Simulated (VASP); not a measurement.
# V (P6_3/mmc) in VASP: a series of runs

Aim: see how the results for V move with the level of theory and the settings. Levels: PBEsol, LDA, PBE, PBE+D3(BJ). Tasks: relaxation of cell and atoms.

All numbers are computed with VASP 6.6.1; they aren't measurements. Logs are shortened: lines on timing, memory, paths and dates and some standing lists are left out, and cuts for length are marked.

**1. The crystal as given**

The structure is hexagonal, space group P6_3/mmc (No. 194). Conventional cell: a = 2.692 Å, b = 2.692 Å, c = 4.397 Å, α = 90.00°, β = 90.00°, γ = 120.00°. Around V (site symmetry -6m2) lie 12 V at 2.69 Å.

This isn't the form of V at room conditions, which is bcc.

**2. Relaxation of cell and atoms, PBEsol**

File INCAR:

```
SYSTEM = V
PREC = Accurate
ENCUT = 600
EDIFF = 1E-7
ISMEAR = 0
SIGMA = 0.1
LREAL = .False.
LASPH = .True.
NELM = 80
ALGO = Fast
ISIF = 3
LWAVE = .False.
LCHARG = .False.
GGA = PS
IBRION = 2
NSW = 90
EDIFFG = -0.005
```

File KPOINTS:

```
regular mesh
0
Gamma
  18 18 10
  0 0 0
```

File POSCAR:

```
V
1.0
    2.6923490400      0.0000000000      0.0000000000
   -1.3461745200      2.3316426600      0.0000000000
    0.0000000000      0.0000000000      4.3966059800
V
2
Direct
    0.3333333300      0.6666666700      0.2500000000
    0.6666666700      0.3333333300      0.7500000000
```

Potentials or basis: VASP PAW PBE potentials, release 64 (V_sv).

The run is started by

```
$ cat potpaw_PBE.64/V_sv/POTCAR > POTCAR
$ mpirun -np 1 vasp_std > vasp.out
```

OUTCAR:

```text
SYSTEM = V
   PREC = Accurate
   ENCUT = 600
   EDIFF = 1E-7
   ISMEAR = 0
   LREAL = .False.
   LASPH = .True.
   NELM = 80
   ISIF = 3
   GGA = PS
   IBRION = 2
   NSW = 90
   EDIFFG = -0.005

 ion  position               nearest neighbor table
   1  0.333  0.667  0.250-   2 2.69   2 2.69   2 2.69   2 2.69   2 2.69   2 2.69
   2  0.667  0.333  0.750-   1 2.69   1 2.69   1 2.69   1 2.69   1 2.69   1 2.69

  LATTYP: Found a hexagonal cell.
 ALAT       =     2.6923490400
 C/A-ratio  =     1.6329999991

  Lattice vectors:

 A1 = (   2.6923490400,   0.0000000000,   0.0000000000)
 A2 = (  -1.3461745200,   2.3316426600,   0.0000000000)
 A3 = (   0.0000000000,   0.0000000000,   4.3966059800)

Analysis of symmetry for initial positions (statically):
=====================================================================
 Subroutine PRICEL returns:
 Original cell was already a primitive cell.

 Routine SETGRP: Setting up the symmetry group for a
 hexagonal supercell.

 Subroutine GETGRP returns: Found 24 space group operations
 (whereof 12 operations were pure point group operations)
 out of a pool of 24 trial point group operations.

The static configuration has the point symmetry D_3d.
 The point group associated with its full space group is D_6h.

Analysis of symmetry for dynamics (positions and initial velocities):
=====================================================================
 Subroutine PRICEL returns:
 Original cell was already a primitive cell.

 Routine SETGRP: Setting up the symmetry group for a
 hexagonal supercell.

 Subroutine GETGRP returns: Found 24 space group operations
 (whereof 12 operations were pure point group operations)
 out of a pool of 24 trial point group operations.

The dynamic configuration has the point symmetry D_3d.
 The point group associated with its full space group is D_6h.

 Subroutine INISYM returns: Found 24 space group operations
 (whereof 12 operations are pure point group operations),
 and found     1 'primitive' translations

----------------------------------------------------------------------------------------

                                     Primitive cell

  volume of cell :      27.6001

  direct lattice vectors                    reciprocal lattice vectors
     2.692349040  0.000000000  0.000000000     0.371422867  0.214441093  0.000000000
    -1.346174520  2.331642660  0.000000000     0.000000000  0.428882186  0.000000000
     0.000000000  0.000000000  4.396605980     0.000000000  0.000000000  0.227448174

  length of vectors
[... 104 lines left out ...]
  Fermi-wavevector in a.u.,A,eV,Ry     =   1.604830  3.032689 35.041515  2.575479
  Thomas-Fermi vector in A             =   2.701272
   LORBIT       =      0    0 simple, 1 ext, 2 COOP (PROOUT), +10 PAW based schemes
   GGA     = PS    functional components
   LHFCALC =     F    Hartree Fock is set to
   AEXX    =    0.0000 exact exchange contribution
   IVDW    =     0    specifies the selected vdW correction
   LEPSILON=     F    determine dielectric tensor
   LRPA    =     F    only Hartree local field effects (RPA)
 conjugate gradient relaxation of ions
 non-spin polarized calculation
 RMM-DIIS sequential band-by-band and
 Gauss-broadening in eV      SIGMA  =   0.10
  energy-cutoff  :      600.00
  volume of cell :       27.60
 maximum number of plane-waves:       954
 NGX is ok and might be reduce to    24
   NGX = 11   NGY = 11   NGZ = 17

--------------------------------------- Ionic step        1  -------------------------------------------

 number of electron      26.0000011 magnetization

 Free energy of the ion-electron system (eV)
  ---------------------------------------------------
  ext. energy  EPLUGINS =         0.00000000
  ---------------------------------------------------
  free energy    TOTEN  =       -18.65273349 eV

  energy without entropy =      -18.63334832  energy(sigma->0) =      -18.64304090

------------------------ aborting loop because EDIFF is reached ----------------------------------------

  FORCE on cell =-STRESS in cart. coord.  units (eV):
  Direction    XX          YY          ZZ          XY          YZ          ZX
  --------------------------------------------------------------------------------------
  -------------------------------------------------------------------------------------
  Total       -1.4881059     -1.4881059     -0.0112761      0.0000000      0.0000000      0.0000000
  in kB      -86.3840399    -86.3840395     -0.6545733      0.0000000      0.0000000      0.0000000
  external PRESSURE =     -57.8075509 kB  Pullay stress =       0.0000000 kB
[... 89 lines left out ...]
  FREE ENERGIE OF THE ION-ELECTRON SYSTEM (eV)
  ---------------------------------------------------
  free  energy   TOTEN  =       -18.6909890451 eV

  energy  without entropy=      -18.6735854620  energy(sigma->0) =      -18.68228725

 E-fermi :   9.7185     XC(G=0): -12.9514

 val. band max:        9.7181390358   @ k =   0.1111   0.1111   0.3000
 cond. band min:       9.7192077846   @ k =   0.3333   0.0000   0.2000
 fundamental gap:      0.0010687487
 Fermi energy:         9.7184952546

 k-point     1 :       0.0000    0.0000    0.0000
  band No.  band energies     occupation
      1     -54.0552      2.00000
      2     -53.9410      2.00000
      3     -28.2783      2.00000
      4     -27.6116      2.00000
      5     -27.4628      2.00000
      6     -27.4628      2.00000
[... 459 lines left out ...]
      6     -27.7520      2.00000
[... 9 lines left out ...]
     16      12.4957      0.00000
     17      12.5007      0.00000

 [... further k-points ...]

[... ionic steps 4 to 7 ...]

--------------------------------------- Ionic step        8  -------------------------------------------

 number of electron      26.0000009 magnetization

------------------------ aborting loop because EDIFF is reached ----------------------------------------
[... 67 lines left out ...]
--------------------------------------- Ionic step       10  -------------------------------------------

 number of electron      26.0000008 magnetization

 Free energy of the ion-electron system (eV)
  ---------------------------------------------------
  ext. energy  EPLUGINS =         0.00000000
  ---------------------------------------------------
  free energy    TOTEN  =       -18.74296511 eV

  energy without entropy =      -18.72659758  energy(sigma->0) =      -18.73478134

 E-fermi :  10.0674     XC(G=0): -13.1031

 val. band max:       10.0578435969   @ k =   0.2222   0.0000   0.4000
 cond. band min:      10.0688661970   @ k =   0.4444   0.1111   0.2000
 fundamental gap:      0.0110226001
 Fermi energy:        10.0674421569

 k-point     1 :       0.0000    0.0000    0.0000
  band No.  band energies     occupation
      1     -53.6870      2.00000
      2     -53.5553      2.00000
      3     -27.9399      2.00000
      4     -27.1960      2.00000
      5     -27.0619      2.00000
      6     -27.0619      2.00000
[... 500 lines left out ...]
  FREE ENERGIE OF THE ION-ELECTRON SYSTEM (eV)
  ---------------------------------------------------
  free  energy   TOTEN  =       -18.7429651094 eV

  energy  without entropy=      -18.7265975795  energy(sigma->0) =      -18.73478134

 reached required accuracy - stopping structural energy minimisation
```

It took 11 min on 1 thread of Intel Xeon Platinum 8488C (Sapphire Rapids), shared host; peak memory 0.25 GiB.

What came out:

```
Free energy                            : -18.7430 eV
Relaxed volume                         : 13.32 Å³/atom
Relaxed cell                           : a = 2.573 Å, b = 2.573 Å, c = 4.645 Å, α = 90.00°, β = 90.00°, γ = 120.00°
Space group after relaxing (to 0.05 Å) : P6_3/mmc (No. 194)
Energy gained by relaxing              : 45.1 meV/atom
Ionic steps                            : 10
Pressure after relaxing                : 0.0 GPa
Band gap on the k mesh                 : none (metal or under the smearing width)
```

Step by step:
| step | energy change (eV) | largest force (eV/Å) | pressure (GPa) | volume (Å³) |
| --- | --- | --- | --- | --- |
| 1 | 0.0000 | 0.0000 | -5.78 | 27.60 |
| 2 | -0.0294 | 0.0000 | 7.99 | 25.65 |
| 3 | -0.0383 | 0.0000 | 3.22 | 26.25 |
| 4 | -0.0802 | 0.0000 | 3.73 | 26.14 |
| 5 | -0.0832 | 0.0000 | 4.13 | 26.09 |
| 6 | -0.0785 | 0.0000 | -4.81 | 27.38 |
| 7 | -0.0901 | 0.0000 | 0.01 | 26.64 |
| 8 | -0.0901 | 0.0000 | 0.11 | 26.63 |
| 9 | -0.0902 | 0.0000 | 0.05 | 26.64 |
| 10 | -0.0902 | 0.0000 | 0.04 | 26.64 |

Final structure:
```
CELL_PARAMETERS angstrom
2.57339 0.00000 0.00000
-1.28669 2.22862 0.00000
0.00000 0.00000 4.64510
ATOMIC_POSITIONS crystal
V 0.33333 0.66667 0.25000
V 0.66667 0.33333 0.75000
```

Caveat: the PAW data sets were made with another functional, which shifts forces and pressure a little.

**3. Relaxation of cell and atoms, LDA**

INCAR: that of step 2 with these lines changed.

```diff
@@ -13,3 +13,2 @@
 LCHARG = .False.
-GGA = PS
 IBRION = 2
```

KPOINTS is that of step 2.

POSCAR is that of step 2.

Potentials or basis: VASP PAW LDA potentials, release 64 (V_sv).

The run is started by

```
$ cat potpaw_LDA.64/V_sv/POTCAR > POTCAR
$ mpirun -np 1 vasp_std > vasp.out
```

OUTCAR:

```text
SYSTEM = V
   PREC = Accurate
   ENCUT = 600
   EDIFF = 1E-7
   ISMEAR = 0
   LREAL = .False.
   LASPH = .True.
   NELM = 80
   ISIF = 3
   IBRION = 2
   NSW = 90
   EDIFFG = -0.005

 ion  position               nearest neighbor table
   1  0.333  0.667  0.250-   2 2.69   2 2.69   2 2.69   2 2.69   2 2.69   2 2.69
   2  0.667  0.333  0.750-   1 2.69   1 2.69   1 2.69   1 2.69   1 2.69   1 2.69

  LATTYP: Found a hexagonal cell.
 ALAT       =     2.6923490400
 C/A-ratio  =     1.6329999991

  Lattice vectors:

 A1 = (   2.6923490400,   0.0000000000,   0.0000000000)
 A2 = (  -1.3461745200,   2.3316426600,   0.0000000000)
 A3 = (   0.0000000000,   0.0000000000,   4.3966059800)

Analysis of symmetry for initial positions (statically):
=====================================================================
 Subroutine PRICEL returns:
[... 773 lines left out ...]

--------------------------------------- Ionic step        8  -------------------------------------------

 number of electron      25.9999994 magnetization

------------------------ aborting loop because EDIFF is reached ----------------------------------------
[... 67 lines left out ...]
--------------------------------------- Ionic step       10  -------------------------------------------

 number of electron      25.9999992 magnetization

 Free energy of the ion-electron system (eV)
  ---------------------------------------------------
  ext. energy  EPLUGINS =         0.00000000
  ---------------------------------------------------
  free energy    TOTEN  =       -19.35586780 eV

  energy without entropy =      -19.33964658  energy(sigma->0) =      -19.34775719

 E-fermi :  10.3898     XC(G=0): -13.4422

 val. band max:       10.3881829431   @ k =   0.1111   0.0000   0.2000
 cond. band min:      10.3902580761   @ k =   0.5000   0.0000   0.0000
 fundamental gap:      0.0020751330
 Fermi energy:        10.3898088160

 k-point     1 :       0.0000    0.0000    0.0000
  band No.  band energies     occupation
      1     -52.8289      2.00000
      2     -52.6803      2.00000
      3     -27.4257      2.00000
      4     -26.6086      2.00000
      5     -26.4285      2.00000
      6     -26.4285      2.00000
[... 500 lines left out ...]
  FREE ENERGIE OF THE ION-ELECTRON SYSTEM (eV)
  ---------------------------------------------------
  free  energy   TOTEN  =       -19.3558677982 eV

  energy  without entropy=      -19.3396465779  energy(sigma->0) =      -19.34775719

 reached required accuracy - stopping structural energy minimisation
```

Run time: 10 min. Hardware: 1 thread of Intel Xeon Platinum 8488C (Sapphire Rapids), shared host; peak memory 0.24 GiB.

Results:

| Quantity | Value |
| --- | --- |
| Free energy | -19.3559 eV |
| Relaxed volume | 12.91 Å³/atom |
| Relaxed cell | a = 2.538 Å, b = 2.538 Å, c = 4.629 Å, α = 90.00°, β = 90.00°, γ = 120.00° |
| Space group after relaxing (to 0.05 Å) | P6_3/mmc (No. 194) |
| Energy gained by relaxing | 74.5 meV/atom |
| Ionic steps | 10 |
| Pressure after relaxing | 0.0 GPa |
| Band gap on the k mesh | none (metal or under the smearing width) |

Step by step:
```tsv
step	energy change (eV)	largest force (eV/Å)	pressure (GPa)	volume (Å³)
1	0.0000	0.0000	-11.28	27.60
2	0.0052	0.0000	18.56	23.89
3	-0.0811	0.0000	1.58	25.69
4	-0.1236	0.0000	2.01	25.59
5	-0.1450	0.0000	3.07	25.45
6	-0.1451	0.0000	3.22	25.43
7	-0.1387	0.0000	-4.70	26.47
8	-0.1490	0.0000	0.04	25.82
9	-0.1490	0.0000	0.11	25.81
10	-0.1491	0.0000	0.02	25.82
```

Final structure:
```
V
1.0
     2.53814    0.00000    0.00000
    -1.26907    2.19810    0.00000
     0.00000    0.00000    4.62862
V
2
Cartesian
  0.0000 1.4654 1.1572
  1.2691 0.7327 3.4715
```

**4. Relaxation of cell and atoms, PBE**

INCAR: that of step 3 with these lines changed.

```diff
@@ -13,2 +13,3 @@
 LCHARG = .False.
+GGA = PE
 IBRION = 2
```

KPOINTS is that of step 3.

POSCAR is that of step 3.

Potentials or basis: VASP PAW PBE potentials, release 64 (V_sv).

The run is started by

```
$ cat potpaw_PBE.64/V_sv/POTCAR > POTCAR
$ mpirun -np 1 vasp_std > vasp.out
```

It took 9 min on 1 thread of Intel Xeon Platinum 8488C (Sapphire Rapids), shared host; peak memory 0.24 GiB.

It converged, with:

| Quantity | Value |
| --- | --- |
| Free energy | -17.4877 eV |
| Relaxed volume | 13.85 Å³/atom |
| Relaxed cell | a = 2.611 Å, b = 2.611 Å, c = 4.692 Å, α = 90.00°, β = 90.00°, γ = 120.00° |
| Space group after relaxing (to 0.05 Å) | P6_3/mmc (No. 194) |
| Energy gained by relaxing | 34.0 meV/atom |
| Ionic steps | 8 |
| Pressure after relaxing | 0.0 GPa |
| Band gap on the k mesh | none (metal or under the smearing width) |

Step by step:
```csv
step,energy change (eV),largest force (eV/Å),pressure (GPa),volume (Å³)
1,0.0000,0.0000,0.98,27.60
2,-0.0361,0.0000,-1.28,27.93
3,-0.0589,0.0000,-3.65,28.31
4,-0.0632,0.0000,1.65,27.45
5,-0.0676,0.0000,-0.61,27.80
6,-0.0681,0.0000,0.07,27.70
7,-0.0681,0.0000,-0.10,27.71
8,-0.0681,0.0000,-0.05,27.71
```

Final structure:
```
V
1.0
     2.61144    0.00000    0.00000
    -1.30572    2.26158    0.00000
     0.00000    0.00000    4.69151
V
2
Direct
  0.33333 0.66667 0.25000
  0.66667 0.33333 0.75000
```

Levels at points of the mesh, in eV from the Fermi level:
```csv
k point,band 9,band 10,band 11,band 12,band 13,band 14,band 15,band 16,band 17
"(0.00, 0.00, 0.00)",-6.86,-3.43,-0.53,-0.16,0.31,0.31,0.64,0.64,1.78
"(0.50, 0.00, 0.00)",-2.93,-2.85,-2.70,-0.33,-0.23,0.31,0.57,2.97,3.46
"(0.00, 0.00, 0.50)",-5.07,-5.07,-0.99,-0.99,0.35,0.35,0.35,0.35,2.48
"(0.50, 0.00, 0.50)",-3.25,-3.25,-1.78,-1.78,1.60,1.60,1.62,1.62,3.53
```

**5. Relaxation of cell and atoms, PBE+D3(BJ)**

INCAR: that of step 4 with these lines changed.

```diff
@@ -14,2 +14,3 @@
 GGA = PE
+IVDW = 12
 IBRION = 2
```

KPOINTS is that of step 4.

POSCAR is that of step 4.

The run is started by

```
$ cat potpaw_PBE.64/V_sv/POTCAR > POTCAR
$ mpirun -np 1 vasp_std > vasp.out
```

Run time: 9.7 min. Hardware: 1 thread of Intel Xeon Platinum 8488C (Sapphire Rapids), shared host; peak memory 0.25 GiB.

The run converged. Its results:

```yaml
Free_energy: -18.8398 eV
Relaxed_volume: 13.23 Å³/atom
Relaxed_cell: a = 2.572 Å, b = 2.572 Å, c = 4.620 Å, α = 90.00°, β = 90.00°, γ = 120.00°
Space_group_after_relaxing_to_0.05_Å: P6_3/mmc (No. 194)
Energy_gained_by_relaxing: 47.5 meV/atom
Ionic_steps: 9
Pressure_after_relaxing: 0.0 GPa
Band_gap_on_the_k_mesh: none (metal or under the smearing width)
Dispersion_energy_per_atom: -0.692 eV
```

Step by step:
```csv
step,energy change (eV),largest force (eV/Å),pressure (GPa),volume (Å³)
1,0.0000,0.0000,-7.01,27.60
2,-0.0269,0.0000,9.96,25.25
3,-0.0461,0.0000,2.75,26.13
4,-0.0856,0.0000,3.02,26.06
5,-0.0904,0.0000,3.36,26.01
6,-0.0870,0.0000,-4.10,27.06
7,-0.0950,0.0000,0.03,26.46
8,-0.0951,0.0000,-0.02,26.46
9,-0.0951,0.0000,-0.02,26.46
```

Final structure:
```
V
1.0
     2.57168    0.00000    0.00000
    -1.28584    2.22714    0.00000
     0.00000    0.00000    4.62013
V
2
Cartesian
  0.0000 1.4848 1.1550
  1.2858 0.7424 3.4651
```

Levels at points of the mesh, in eV from the Fermi level:
```
           k point  band 9  band 10  band 11  band 12  band 13  band 14  band 15  band 16  band 17
(0.00, 0.00, 0.00)   -6.98    -3.55    -0.58    -0.08     0.31     0.31     0.66     0.66     1.88
(0.50, 0.00, 0.00)   -3.12    -2.97    -2.89    -0.36    -0.18     0.34     0.58     3.15     3.67
(0.00, 0.00, 0.50)   -5.12    -5.12    -1.05    -1.05     0.35     0.35     0.35     0.35     2.63
(0.50, 0.00, 0.50)   -3.43    -3.43    -1.91    -1.91     1.70     1.70     1.73     1.73     3.74
```

Caveat: pairwise dispersion overbinds metals, which lowers pressure and volume.

**6. Relaxation of cell and atoms, PBEsol**

INCAR: that of step 5 with these lines changed.

```diff
@@ -2,3 +2,3 @@
 PREC = Accurate
-ENCUT = 600
+ENCUT = 300
 EDIFF = 1E-7
@@ -13,4 +13,3 @@
 LCHARG = .False.
-GGA = PE
-IVDW = 12
+GGA = PS
 IBRION = 2
```

KPOINTS is that of step 5.

POSCAR is that of step 5.

Potentials or basis: VASP PAW PBE potentials, release 64 (V_sv).

The run is started by

```
$ cat potpaw_PBE.64/V_sv/POTCAR > POTCAR
$ mpirun -np 1 vasp_std > vasp.out
```

Wall time 3.4 min (1 thread of Intel Xeon Platinum 8488C (Sapphire Rapids), shared host); peak memory 0.16 GiB.

The run converged, but some of its settings lie outside the range that counts as converged, so its numbers aren't taken as properties of the crystal.

What came out:

```
Free energy                            : -18.7549 eV
Relaxed volume                         : 13.26 Å³/atom
Relaxed cell                           : a = 2.578 Å, b = 2.578 Å, c = 4.609 Å, α = 90.00°, β = 90.00°, γ = 120.00°
Space group after relaxing (to 0.05 Å) : P6_3/mmc (No. 194)
Energy gained by relaxing              : 41.8 meV/atom
Ionic steps                            : 9
Band gap on the k mesh                 : none (metal or under the smearing width)
```

Caveat: the cutoff is under 1.25 times the usual one of these potentials, so pressure, stress and relaxed cells hold a basis-set (Pulay) error; the PAW data sets were made with another functional, which shifts forces and pressure a little.

**7. Overview**

```tsv
level	potentials or basis	gap on the mesh (eV)	pressure (GPa)	relaxed volume (Å³/atom)
PBEsol	VASP PAW PBE potentials, release 64 (V_sv)	none	0.0	13.32
LDA	VASP PAW LDA potentials, release 64 (V_sv)	none	0.0	12.91
PBE	VASP PAW PBE potentials, release 64 (V_sv)	none	0.0	13.85
PBE+D3(BJ)	VASP PAW PBE potentials, release 64 (V_sv)	none	0.0	13.23
```

Alike in all rows: task relaxation of cell and atoms; no spin polarisation; cell relaxed; k mesh 18 × 18 × 10; cutoff (eV) 600; smearing gaussian 0.1 eV.

Caveats: the PAW data sets were made with another functional, which shifts forces and pressure a little (some runs); pairwise dispersion overbinds metals, which lowers pressure and volume (some runs).

Total energies depend on the potentials used, so only differences within one code and one set of settings carry meaning.
